Zinc sulfide serves as a transparent layer in thin-film solar cells and as a host for phosphors, and both uses need a gap wide enough to let visible light pass. The table gives this gap for one wurtzite crystal with every atom held in place. Only the functional changes, and with it the PAW data sets that stand for the atomic cores. Three rows carry most of what follows: LDA, RPBE and GLLB-SC.

GPAW 26.7.0, plane-wave PAW DFT without spin polarisation or spin–orbit coupling, for wurtzite ZnS (P6_3mc, 4 atoms per cell) at one fixed geometry. All runs use a 600 eV cutoff, a 6 × 6 × 3 k-mesh and Fermi–Dirac smearing of 0.05 eV, with no added dispersion correction. Gaps are between Kohn–Sham levels on the path Γ–M–K–Γ–A–L–H–A, L–M, K–H.

```csv
functional,potentials,gap on path (eV),direct gap on path (eV)
LDA,PAW-data-sets-made-by gpaw-setup-for-the-functional,1.988,1.988
PBEsol,PAW-data-sets-made-by gpaw-setup-for-the-functional,2.104,2.104
RPBE,GPAW-PAW-data-sets-(gpaw-data-1.2.1),2.414,2.414
AM05,PAW-data-sets-made-by gpaw-setup-for-the-functional,2.227,2.227
GLLB-SC,GPAW-PAW-data-sets-(gpaw-data-1.2.1),2.688,2.688
PW91,PAW-data-sets-made-by gpaw-setup-for-the-functional,2.207,2.207
SOGGA,PAW-data-sets-made-by gpaw-setup-for-the-functional,2.093,2.093
TPSS,GPAW-PAW-data-sets-(gpaw-data-1.2.1),2.397,2.397
mBEEF,GPAW-PAW-data-sets-(gpaw-data-1.2.1),3.078,3.078
r4SCAN,GPAW-PAW-data-sets-(gpaw-data-1.2.1),2.755,2.755
vdW-DF,GPAW-PAW-data-sets-(gpaw-data-1.2.1),2.448,2.448
vdW-DF2,GPAW-PAW-data-sets-(gpaw-data-1.2.1),2.225,2.225
```

### How much does the choice of functional matter?

LDA gives the smallest gap, 1.99 eV, and mBEEF the largest, 3.08 eV. The spread is more than half of the LDA value. "Gap on path" is the smallest step from a filled to an empty state, and "direct gap on path" is the smallest step at one and the same wave vector. The two agree in every row, so the functional changes the size of the gap but not its direct character.

### Which digits can be trusted?

Read the first decimal and treat the second with care. AM05 and vdW-DF2 differ by 0.002 eV and PBEsol and SOGGA by 0.011 eV, and neither pair should be ranked. No run with a finer mesh, a higher cutoff or other data sets shows how far the values would move. Differences of several tenths of an eV are the ones worth explaining.

### Why does RPBE give a wider gap than LDA in the same crystal?

The difference is 0.43 eV. LDA takes exchange and correlation from the local electron density $n$ alone, while RPBE also uses the gradient of the density. Its exchange part rewards variation and its correlation part penalises it. For gentle variation the two cancel by design, but where the density varies strongly exchange is expected to win, so that contrast lowers the energy.

To see what this does to the electrons, stretch the contrast a little: let $n$ change by $\varepsilon(n-\bar n)$, where $\bar n$ is the mean density and $\varepsilon$ a small positive number. The energy $E$ of the gradient terms then changes by

$$\delta E=\varepsilon\int v\,(n-\bar n)\,d^3r.$$

Here $v$ is the potential that belongs to $E$. If contrast is rewarded, $\delta E$ is negative, and $v$ must on the whole be lower where the density is high than where it is low. Electrons are then pushed out of the thin regions and drawn into the dense ones. This is a tendency over the whole crystal, not a rule for every point.

In ZnS the lowest empty state is s-like and reaches into the thin regions between the atoms. The highest filled state sits mainly in the dense p lobes of sulfur. The empty state is therefore expected to rise against the filled one. The argument does not prove this, because the dense atomic cores weigh heavily in the integral and the runs print no orbital densities.

An electron in a one-dimensional cosine potential shows the same effect. At the zone boundary one state sits in the troughs and the other on the crests, so a deeper wave widens the gap between them. In ZnS the two edges also differ in orbital type, so the comparison illustrates the direction of the change but says nothing about its size.

Part of the 0.43 eV may come from the data sets, which have different origins in these two rows. PW91 is a cleaner comparison, because its data sets were made in the same way as those of LDA. It still lies 0.22 eV higher.

The two van der Waals rows mark a limit of the argument. Both join an exchange that depends strongly on the gradient to local correlation plus a non-local term, so from the gradient terms alone both would be expected at or above RPBE. vdW-DF fits, at 2.45 eV, but vdW-DF2 lies 0.22 eV below it, level with AM05. The non-local term and data sets that were not made for these functionals may be responsible, and the runs do not separate the two.

### Can the strength of this effect be read from another quantity?

The pressure is a coarse guide. A functional that rewards density contrast is also expected to favour atoms that stand further apart. In this fixed cell the LDA run prints −4.26 GPa, so the crystal wants to shrink, and the RPBE run prints +5.27 GPa, so it wants to expand. A straight line through these two rows rises by 0.045 eV per GPa.

PW91 was not used to draw the line and can test it. Its pressure is 1.98 GPa, which gives

$$1.99+0.045\times(1.98+4.26)=2.27\ \text{eV}.$$

The calculated gap is 2.21 eV. For the four GGAs between the end rows the typical miss is 0.05 eV, against 0.07 eV if all four are given one value midway between LDA and RPBE, and 0.06 eV if they are given their own mean of 2.16 eV. The upper anchor, RPBE, is also the only GGA with the other data sets. The line thus catches the broad rise but is too coarse for small steps: it puts PW91 clearly above AM05, although their gaps are nearly equal. The printed output below gives the largest and the typical miss.

### What would change if each functional relaxed its own cell?

The LDA cell would shrink and the RPBE cell would expand. The gap of ZnS widens under compression, by very roughly 0.06 eV per GPa. The LDA gap would then rise by a few tenths of an eV and the RPBE gap would fall by about as much. With this recalled coefficient the two shifts together are somewhat larger than the difference between the two rows, which could therefore vanish or even change sign.

To isolate the direct effect of the functional, one common geometry is therefore needed, and it should be reported with the gap. The present one is not fully relaxed either: where forces were printed, the atoms are pulled along the long axis by 0.3 to 0.4 eV/Å. How much this shifts the gap was not calculated.

### Does a more elaborate functional always open the gap further?

No. TPSS, r4SCAN and mBEEF are meta-GGAs, which also use the kinetic-energy density of the orbitals. TPSS nevertheless stays level with RPBE and lies only 0.11 eV above the pressure line, while r4SCAN and mBEEF lie about 0.6 and 0.8 eV above it. These last two excesses are far beyond the misses of the line among the GGAs.

The likely reason is that the potential of a meta-GGA acts on each orbital according to its shape, and can so move filled and empty states apart. How strongly it does so depends on the functional, which would explain why the name of the class does not fix the gap. These rows use data sets that were not made for the meta-GGAs, and the share of this in the excess is untested. In the r4SCAN run the forces on the atoms also fail to cancel fully, a sign of numerical noise whose effect on the gap was not tested.

### Which number may be set beside a measured gap?

The fundamental gap is the cost of removing an electron from the crystal less the energy gained by adding one. Light absorption can start slightly below it, because the excited electron and the hole it leaves attract each other. In exact theory the fundamental gap equals the gap between the Kohn–Sham levels plus a jump of the potential when an electron is added. LDA and the GGAs have no such jump. GLLB-SC supplies an estimate of it, but the table holds only its level gap, 2.69 eV. The same run gives 1.08 eV for the jump, and the sum is 3.77 eV.

The measured gap is roughly 3.8 eV, so LDA falls short by about 1.8 eV. Spin–orbit coupling and zero-point motion, both left out here, would lower the calculated gap and cannot explain the shortfall. They also mean that the close agreement of GLLB-SC should not be read to the hundredth of an eV.

For a transparent layer the difference is decisive. Read as an absorption edge, the LDA gap corresponds to orange light at 624 nm, and the film would absorb much of the visible spectrum. The GLLB-SC sum puts the edge at 329 nm, in the ultraviolet. GLLB-SC gives no total energy, however, so the geometry must come from another functional or from experiment, and the jump must be added before the gap is used.

Printed output of the fit:

```
mBEEF less LDA, whole spread of the table (eV): 1.09
PBEsol less LDA (eV): 0.116
PW91 less LDA (eV): 0.219
RPBE less LDA (eV): 0.426
TPSS less RPBE (eV): -0.017
r4SCAN less RPBE (eV): 0.341
mBEEF less RPBE (eV): 0.664
vdW-DF less vdW-DF2 (eV): 0.223
rank correlation of gap and pressure, LDA and five GGAs: 0.9429
slope of the line through LDA and RPBE (eV/GPa): 0.04471
largest miss of the line in the four GGAs between (eV): 0.07566
rms miss of the line in these four (eV): 0.0499
rms miss of one common value midway between LDA and RPBE (eV): 0.0738
TPSS above the line (eV): 0.1119
r4SCAN above the line (eV): 0.6162
mBEEF above the line (eV): 0.8296
rough gap change if LDA relaxed its cell (eV): 0.2555
rough gap change if RPBE relaxed its cell (eV): -0.3162
GLLB-SC gap with the discontinuity added (eV): 3.772
LDA below the rough measured gap (eV): 1.812
mBEEF below the rough measured gap (eV): 0.722
wavelength of the LDA gap (nm): 623.7
wavelength of the GLLB-SC gap with discontinuity (nm): 328.7
AM05 less vdW-DF2 (eV): 0.002
PBEsol less SOGGA (eV): 0.011
```
